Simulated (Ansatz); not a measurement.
Calculation for Ge (sc type): DFT, PBE, PAW with Ansatz's default frozen-core files, scalar-relativistic (Ansatz 0.2.0). This run: volume at 0.68 of the series' base cell.

The cell comes from a relaxation on PAW files under the same functional, begun from a prototype that needn't be the stable phase.

Command: `ansatz run input.yaml --threads 1 --pin off --max-ram 2048MiB --backend cpu --events-out ev --progress --plain --runs-dir out` It took 4 s on 1 thread of AMD EPYC 7R43 64-Core Processor (Zen 3), on a shared host, peak memory 0.34 GiB.

```yaml
crystal:
  lattice:
    - [2.3833675579, 0.0, 0.0]
    - [0.0, 2.3833675579, 0.0]
    - [0.0, 0.0, 2.3833675579]
  atoms:
    - { symbol: Ge, position: [0.0, 0.0, 0.0] }
kpoints:
  mp_grid: { grid: [15, 15, 15] }
scf:
  occupations: { method: fermi_dirac, width: 0.08 }
hamiltonian:
  xc: pbe
  pseudopotentials: { kind: paw }
output:
  forces: true
  stress: true
  eigenvalues: true
  populations: true
  write_density: true
  write_potential: true
  elf: true
  volumetric_format: npy
```

Output:

```
Engine: ansatz 0.2.0
Pseudopotentials: kind: paw
Pseudopotential: Ge, paw, valence charge 14, recommended cutoff 420 eV (normal), Ge.paw.azcp
Functional definition: PBE
  parameter kappa = 0.804
  parameter beta = 0.06672455060314922
  exchange = pbe_x(kappa = kappa, mu = beta*pi^2/3)
  correlation = pbe_c(beta = beta)
Crystal: 1 atoms, lattice volume = 13.539 Å³
Basis set: ecut = 420 eV, 251 PW (Γ), exchange–correlation on 32×32×32 points (8 copies of the dense FFT grid, shifted against one another)
Bands: 11, of which v1, the nominal top of the filled ones, is band 7 counted from 1 (6 counted from 0)
Symmetry: 48 space group operations
Space group: Pm-3m (ITA 221), of the structure as read, at distance tolerance 2.4e-5 Å
k-points: 120 of 3375
Non-local potential: Ge, projectors of the file, l = 0: 2, l = 1: 2, l = 2: 3, l = 3: 1
PAW form: soft (Blöchl's): semilocal exchange-correlation on the pseudo side does not see the compensation charge
PAW one-centre angular grid: Ge, 590 points (default); XC on 64 Gauss nodes
Initial density: superposition of atomic densities (neutral atoms: chi_scale 0, normalization atom), corrected by the library's trained network
Initial wavefunctions: pseudopotential atomic-orbital guess
Functional: x = pbe(κ = 0.804, μ = 0.2195149727645171), c = pbe(β = 0.06672455060314922)
SCF iter   1: F=—  HF=-4293.860123 eV  |F-HF|=—  |Δ(HF+E_count)|=         —  Δρ=2.02e-3  dr2=1.36e-4  ethr=1.77e-3  ⟨swp⟩=5.1  Hψ=7159  notcnv=0
preconditioner: auto → none  [metal: Δε(μ)=0.138 eV  Ē_g=29.993 eV  σ=0.080 eV  W_gap=0.39  n_scr=6 (ndim 8)  ℏωp=37.8 eV  f_vac=0.000  D(μ)=0.19/eV (n_scr^D=0)  sad-step TF]
SCF iter   2: F=—  HF=-4293.860167 eV  |F-HF|=—  |Δ(HF+E_count)|=   4.40e-5  Δρ=1.68e-3  dr2=1.10e-4  ethr=9.69e-7  ⟨swp⟩=2.0  Hψ=3088  notcnv=0
SCF iter   3: F=—  HF=-4293.860224 eV  |F-HF|=—  |Δ(HF+E_count)|=   5.67e-5  Δρ=4.46e-4  dr2=7.34e-6  ethr=7.83e-7  ⟨swp⟩=2.0  Hψ=2133  notcnv=0
SCF iter   4: F=—  HF=-4293.860267 eV  |F-HF|=—  |Δ(HF+E_count)|=   4.28e-5  Δρ=1.92e-4  dr2=2.18e-6  ethr=5.25e-8  ⟨swp⟩=2.0  Hψ=1552  notcnv=0
SCF iter   5: F=—  HF=-4293.860265 eV  |F-HF|=—  |Δ(HF+E_count)|=   2.04e-6  Δρ=4.59e-5  dr2=1.23e-7  ethr=1.56e-8  ⟨swp⟩=2.0  Hψ=1991  notcnv=0
SCF iter   6: F=-4293.860265 eV  HF=-4293.860265 eV  |F-HF|=8.73e-10  |Δ(HF+E_count)|=   7.13e-8  Δρ=2.82e-6  dr2=5.25e-10  ethr=7.14e-10  ⟨swp⟩=8.1  Hψ=8513  notcnv=0
SCF 1 converged in 6 iterations: F = -4293.860265 eV  dr2 = 5.25e-10
  greatest PAW one-centre occupation: 0.998 electrons in one spin orbital (limit 2), on the Ge atom at site 0 (counted from 0), in its partial waves of l = 2
SCF converged after 6 iterations
Free energy (F): -4293.860265 eV
Harris-Foulkes:  -4293.860265 eV  (|F-HF|=8.73e-10)
Internal energy: -4293.855794 eV  (E = F + TS)
E sigma→0 (E₀):  -4293.858029 eV
Entropy (-TS):   -0.004471 eV (-4.471 meV/atom)
Fermi energy:    16.790990 eV
--- Per-component energies (eV) ---
  E_band       = -41.681522
  E_kinetic    = 117.771759
  E_local      = -1907.746616  (includes V_loc(G=0)·N_el)
  E_nonlocal   = 419.323558
  E_hartree    = 854.605732
  E_xc         = -78.849715
  E_vxc        = -68.978996  (∫ρ·V_xc dr)
  E_paw        = -2019.028744  (= ΣΔE_a)
  E_vpaw       = -311.264294  (= ΣTr[D̂ρ^β])
  E_aug_tail   = 0.000314  (compensation charges beyond the density's cutoff)
  E_ewald      = -1679.932083
  E_smearing   = -0.004471  (= −TS)
  E_closure    = 0.000000  (closes the sum)
  Σ components = -4293.860265   (vs F -4293.860265, Δ=0.00e0)
--- Forces (eV/Å), atoms counted from 1 ---
  atom   1  Ge    -0.00000000     0.00000000     0.00000000
  max |Σ_I F_I| component: 2.55e-31 eV/Å
--- Stress (GPa, compression-positive) ---
       64.068649      -0.000000       0.000000
       -0.000000      64.068649       0.000000
        0.000000       0.000000      64.068649
  P = ⅓ Tr σ = 64.0686 GPa (640.686 kbar)
--- Band table (eV; the first three rows and the last of 120) ---
  k-point 0: bands = ["-8.6752", "-8.6752", "-7.9778", "-7.9778", "-7.9778", "0.2499", "25.5565", "25.5565", "25.5565", "28.3219", "28.3219"]
  k-point 1: bands = ["-8.6731", "-8.6538", "-7.9860", "-7.9860", "-7.9771", "0.3681", "23.5716", "25.6817", "25.6817", "28.4181", "29.9488"]
  k-point 2: bands = ["-8.6671", "-8.5937", "-8.0093", "-8.0093", "-7.9751", "0.7242", "20.6797", "26.0533", "26.0533", "28.7067", "31.4498"]
  k-point 119: bands = ["-8.4162", "-8.4147", "-8.4147", "-7.7885", "-7.7885", "16.2772", "17.1222", "17.1222", "21.4366", "23.6980", "23.9968"]
--- Löwdin populations: 1 site ---
  site symbol       q [e]
     0     Ge     13.9707
  spilling = 0.002095 (of n_electrons = 14.000000)
```

populations.tsv:

```
# site	symbol	l	j	q
# orbitals = lowdin
# n_electrons = 14.000000
# spilling = 0.002095
0	Ge	0_4S	-	1.299395
0	Ge	1_4P	-	2.678394
0	Ge	2_3D	-	9.992884
```

Next run (volume at 0.6 of the series' base cell), as changes to the input before:

```diff
   lattice:
-    - [2.3833675579, 0.0, 0.0]
-    - [0.0, 2.3833675579, 0.0]
-    - [0.0, 0.0, 2.3833675579]
+    - [2.2859767169, 0.0, 0.0]
+    - [0.0, 2.2859767169, 0.0]
+    - [0.0, 0.0, 2.2859767169]
   atoms:
   populations: true
-  write_density: true
-  write_potential: true
-  elf: true
-  volumetric_format: npy
```

Results part of the output:

```
SCF 1 converged in 6 iterations: F = -4292.999715 eV  dr2 = 1.74e-9
  greatest PAW one-centre occupation: 0.998 electrons in one spin orbital (limit 2), on the Ge atom at site 0 (counted from 0), in its partial waves of l = 2
SCF converged after 6 iterations
Free energy (F): -4292.999715 eV
Harris-Foulkes:  -4292.999715 eV  (|F-HF|=1.80e-9)
Internal energy: -4292.995050 eV  (E = F + TS)
E sigma→0 (E₀):  -4292.997382 eV
Entropy (-TS):   -0.004665 eV (-4.665 meV/atom)
Fermi energy:    19.646070 eV
--- Per-component energies (eV) ---
  E_band       = -8.544863
  E_kinetic    = 121.133404
  E_local      = -1799.421809  (includes V_loc(G=0)·N_el)
  E_nonlocal   = 420.458975
  E_hartree    = 815.805570
  E_xc         = -80.346744
  E_vxc        = -70.949516  (∫ρ·V_xc dr)
  E_paw        = -2019.121503  (= ΣΔE_a)
  E_vpaw       = -311.375193  (= ΣTr[D̂ρ^β])
  E_aug_tail   = 0.000297  (compensation charges beyond the density's cutoff)
  E_ewald      = -1751.503240
  E_smearing   = -0.004665  (= −TS)
  E_closure    = -0.000000  (closes the sum)
  Σ components = -4292.999715   (vs F -4292.999715, Δ=0.00e0)
--- Forces (eV/Å), atoms counted from 1 ---
  atom   1  Ge     0.00000000     0.00000000     0.00000000
  max |Σ_I F_I| component: 3.70e-32 eV/Å
--- Stress (GPa, compression-positive) ---
      113.513124       0.000000       0.000000
        0.000000     113.513124       0.000000
        0.000000       0.000000     113.513124
  P = ⅓ Tr σ = 113.5131 GPa (1135.131 kbar)
--- Band table (eV; the first three rows and the last of 120) ---
  k-point 0: bands = ["-6.3899", "-6.3899", "-5.4352", "-5.4352", "-5.4352", "1.4827", "29.1142", "29.1142", "29.1142", "31.7285", "31.7285"]
  k-point 1: bands = ["-6.3868", "-6.3618", "-5.4467", "-5.4467", "-5.4342", "1.6126", "26.8739", "29.2557", "29.2557", "31.8302", "33.5855"]
  k-point 2: bands = ["-6.3779", "-6.2830", "-5.4790", "-5.4790", "-5.4315", "2.0046", "23.7195", "29.6759", "29.6759", "32.1361", "35.2841"]
  k-point 119: bands = ["-6.0541", "-6.0516", "-6.0516", "-5.1856", "-5.1856", "19.1038", "19.9384", "19.9384", "25.8982", "26.7695", "26.8476"]
--- Löwdin populations: 1 site ---
  site symbol       q [e]
     0     Ge     13.9671
  spilling = 0.002353 (of n_electrons = 14.000000)
```

Next run (volume at 0.52 of the series' base cell), as changes to the input before:

```diff
   lattice:
-    - [2.2859767169, 0.0, 0.0]
-    - [0.0, 2.2859767169, 0.0]
-    - [0.0, 0.0, 2.2859767169]
+    - [2.179494783, 0.0, 0.0]
+    - [0.0, 2.179494783, 0.0]
+    - [0.0, 0.0, 2.179494783]
   atoms:
```

Results part of the output:

```
SCF 1 converged in 6 iterations: F = -4291.480506 eV  dr2 = 6.02e-8
  greatest PAW one-centre occupation: 0.999 electrons in one spin orbital (limit 2), on the Ge atom at site 0 (counted from 0), in its partial waves of l = 2
SCF converged after 6 iterations
Free energy (F): -4291.480506 eV
Harris-Foulkes:  -4291.480506 eV  (|F-HF|=1.11e-7)
Internal energy: -4291.475151 eV  (E = F + TS)
E sigma→0 (E₀):  -4291.477829 eV
Entropy (-TS):   -0.005355 eV (-5.355 meV/atom)
Fermi energy:    23.355023 eV
--- Per-component energies (eV) ---
  E_band       = 33.313841
  E_kinetic    = 125.604105
  E_local      = -1671.741246  (includes V_loc(G=0)·N_el)
  E_nonlocal   = 422.074377
  E_hartree    = 771.060665
  E_xc         = -82.271224
  E_vxc        = -73.459789  (∫ρ·V_xc dr)
  E_paw        = -2019.127003  (= ΣΔE_a)
  E_vpaw       = -311.271572  (= ΣTr[D̂ρ^β])
  E_aug_tail   = 0.000288  (compensation charges beyond the density's cutoff)
  E_ewald      = -1837.075114
  E_smearing   = -0.005355  (= −TS)
  E_closure    = -0.000000  (closes the sum)
  Σ components = -4291.480506   (vs F -4291.480506, Δ=0.00e0)
--- Forces (eV/Å), atoms counted from 1 ---
  atom   1  Ge     0.00000000     0.00000000     0.00000000
  max |Σ_I F_I| component: 1.64e-32 eV/Å
--- Stress (GPa, compression-positive) ---
      200.659299       0.000000       0.000000
        0.000000     200.659299       0.000000
        0.000000       0.000000     200.659299
  P = ⅓ Tr σ = 200.6593 GPa (2006.593 kbar)
--- Band table (eV; the first three rows and the last of 120) ---
  k-point 0: bands = ["-3.5703", "-3.5703", "-2.2257", "-2.2257", "-2.2257", "3.0979", "33.6336", "33.6336", "33.6336", "36.1347", "36.1347"]
  k-point 1: bands = ["-3.5655", "-3.5325", "-2.2422", "-2.2422", "-2.2243", "3.2425", "31.0979", "33.7956", "33.7956", "36.2430", "38.2508"]
  k-point 2: bands = ["-3.5520", "-3.4273", "-2.2886", "-2.2886", "-2.2204", "3.6795", "27.6335", "34.2768", "34.2768", "36.5643", "40.1564"]
  k-point 119: bands = ["-3.1290", "-3.1247", "-3.1247", "-1.8867", "-1.8867", "22.7344", "23.6094", "23.6094", "29.8109", "30.5345", "30.5345"]
--- Löwdin populations: 1 site ---
  site symbol       q [e]
     0     Ge     13.9619
  spilling = 0.002719 (of n_electrons = 14.000000)
```

Next run (volume at 0.45 of the series' base cell), as changes to the input before:

```diff
   lattice:
-    - [2.179494783, 0.0, 0.0]
-    - [0.0, 2.179494783, 0.0]
-    - [0.0, 0.0, 2.179494783]
+    - [2.0769476835, 0.0, 0.0]
+    - [0.0, 2.0769476835, 0.0]
+    - [0.0, 0.0, 2.0769476835]
   atoms:
   mp_grid: { grid: [15, 15, 15] }
+  band_path:
+    path:
+      - [0.0, 0.0, 0.0]
+      - [0.0, 0.5, 0.0]
+      - [0.5, 0.5, 0.0]
+      - [0.0, 0.0, 0.0]
+      - [0.5, 0.5, 0.5]
+      - [0.0, 0.5, 0.0]
+      - [0.5, 0.5, 0.5]
+      - [0.5, 0.5, 0.0]
+    npoints: 8
 scf:
   populations: true
+  dos: { projected: true, de: 0.2, e_range: [-14, 8] }
```

Command: `ansatz run input.yaml --threads 1 --pin off --max-ram 2048MiB --backend cpu --events-out ev --progress --plain --runs-dir out` It took 3.3 s on 1 thread of AMD EPYC 7R43 64-Core Processor (Zen 3) (shared host), peak memory 0.32 GiB.

Results part of the output:

```
SCF 1 converged in 6 iterations: F = -4289.196555 eV  dr2 = 2.78e-10
  greatest PAW one-centre occupation: 0.999 electrons in one spin orbital (limit 2), on the Ge atom at site 0 (counted from 0), in its partial waves of l = 2
NSCF: frozen V_eff on 57 k-points
SCF converged after 6 iterations
Free energy (F): -4289.196555 eV
Harris-Foulkes:  -4289.196555 eV  (|F-HF|=5.56e-10)
Internal energy: -4289.192509 eV  (E = F + TS)
E sigma→0 (E₀):  -4289.194532 eV
Entropy (-TS):   -0.004046 eV (-4.046 meV/atom)
Fermi energy:    27.700168 eV
--- Per-component energies (eV) ---
  E_band       = 80.423968
  E_kinetic    = 130.850907
  E_local      = -1538.461747  (includes V_loc(G=0)·N_el)
  E_nonlocal   = 424.164949
  E_hartree    = 725.506290
  E_xc         = -84.456634
  E_vxc        = -76.281293  (∫ρ·V_xc dr)
  E_paw        = -2019.017871  (= ΣΔE_a)
  E_vpaw       = -310.862654  (= ΣTr[D̂ρ^β])
  E_aug_tail   = 0.000356  (compensation charges beyond the density's cutoff)
  E_ewald      = -1927.778758
  E_smearing   = -0.004046  (= −TS)
  E_closure    = 0.000000  (closes the sum)
  Σ components = -4289.196555   (vs F -4289.196555, Δ=0.00e0)
--- Forces (eV/Å), atoms counted from 1 ---
  atom   1  Ge    -0.00000000     0.00000000    -0.00000000
  max |Σ_I F_I| component: 1.40e-31 eV/Å
--- Stress (GPa, compression-positive) ---
      337.675935       0.000000       0.000000
        0.000000     337.675935       0.000000
        0.000000       0.000000     337.675935
  P = ⅓ Tr σ = 337.6759 GPa (3376.759 kbar)
--- Band table (eV; the first three rows and the last of 120) ---
  k-point 0: bands = ["-0.4838", "-0.4838", "1.3843", "1.3843", "1.3843", "4.9954", "38.7425", "38.7425", "38.7425", "41.2083", "41.2083"]
  k-point 1: bands = ["-0.4766", "-0.4339", "1.3609", "1.3609", "1.3862", "5.1562", "35.9148", "38.9275", "38.9275", "41.3181", "43.5702"]
  k-point 2: bands = ["-0.4565", "-0.2961", "1.2951", "1.2951", "1.3918", "5.6439", "32.1290", "39.4769", "39.4769", "41.6493", "45.6726"]
  k-point 119: bands = ["0.0824", "0.0898", "0.0898", "1.8432", "1.8432", "26.9262", "27.8829", "27.8829", "33.8190", "34.7978", "34.7978"]
--- Löwdin populations: 1 site ---
  site symbol       q [e]
     0     Ge     13.9531
  spilling = 0.003348 (of n_electrons = 14.000000)
```

Next run (volume at 0.45 of the series' base cell, partial waves polarizable), as changes to the input before:

```diff
   mp_grid: { grid: [15, 15, 15] }
-  band_path:
-    path:
-      - [0.0, 0.0, 0.0]
-      - [0.0, 0.5, 0.0]
-      - [0.5, 0.5, 0.0]
-      - [0.0, 0.0, 0.0]
-      - [0.5, 0.5, 0.5]
-      - [0.0, 0.5, 0.0]
-      - [0.5, 0.5, 0.5]
-      - [0.5, 0.5, 0.0]
-    npoints: 8
 scf:
   xc: pbe
-  pseudopotentials: { kind: paw }
+  pseudopotentials: { kind: paw, partial_waves: polarizable }
 output:
   eigenvalues: true
-  populations: true
-  dos: { projected: true, de: 0.2, e_range: [-14, 8] }
```

Results part of the output:

```
SCF 1 converged in 6 iterations: F = -4289.196567 eV  dr2 = 2.81e-10
  greatest PAW one-centre occupation: 0.999 electrons in one spin orbital (limit 2), on the Ge atom at site 0 (counted from 0), in its partial waves of l = 2
SCF converged after 6 iterations
Free energy (F): -4289.196567 eV
Harris-Foulkes:  -4289.196567 eV  (|F-HF|=5.67e-10)
Internal energy: -4289.192521 eV  (E = F + TS)
E sigma→0 (E₀):  -4289.194544 eV
Entropy (-TS):   -0.004046 eV (-4.046 meV/atom)
Fermi energy:    27.700182 eV
--- Per-component energies (eV) ---
  E_band       = 80.424039
  E_kinetic    = 130.850861
  E_local      = -1538.461812  (includes V_loc(G=0)·N_el)
  E_nonlocal   = 424.164960
  E_hartree    = 725.506374
  E_xc         = -84.456617
  E_vxc        = -76.281271  (∫ρ·V_xc dr)
  E_paw        = -2019.017884  (= ΣΔE_a)
  E_vpaw       = -310.862677  (= ΣTr[D̂ρ^β])
  E_aug_tail   = 0.000356  (compensation charges beyond the density's cutoff)
  E_ewald      = -1927.778758
  E_smearing   = -0.004046  (= −TS)
  E_closure    = 0.000000  (closes the sum)
  Σ components = -4289.196567   (vs F -4289.196567, Δ=0.00e0)
--- Forces (eV/Å), atoms counted from 1 ---
  atom   1  Ge    -0.00000000     0.00000000     0.00000000
  max |Σ_I F_I| component: 1.03e-31 eV/Å
--- Stress (GPa, compression-positive) ---
      337.674453      -0.000000       0.000000
        0.000000     337.674453      -0.000000
        0.000000      -0.000000     337.674453
  P = ⅓ Tr σ = 337.6745 GPa (3376.745 kbar)
--- Band table (eV; the first three rows and the last of 120) ---
  k-point 0: bands = ["-0.4837", "-0.4837", "1.3843", "1.3843", "1.3843", "4.9954", "38.7425", "38.7425", "38.7425", "41.2083", "41.2083"]
  k-point 1: bands = ["-0.4766", "-0.4339", "1.3609", "1.3609", "1.3862", "5.1562", "35.9148", "38.9275", "38.9275", "41.3181", "43.5702"]
  k-point 2: bands = ["-0.4565", "-0.2961", "1.2951", "1.2951", "1.3918", "5.6439", "32.1290", "39.4768", "39.4768", "41.6493", "45.6726"]
  k-point 119: bands = ["0.0824", "0.0898", "0.0898", "1.8433", "1.8433", "26.9262", "27.8829", "27.8829", "33.8190", "34.7977", "34.7977"]
```
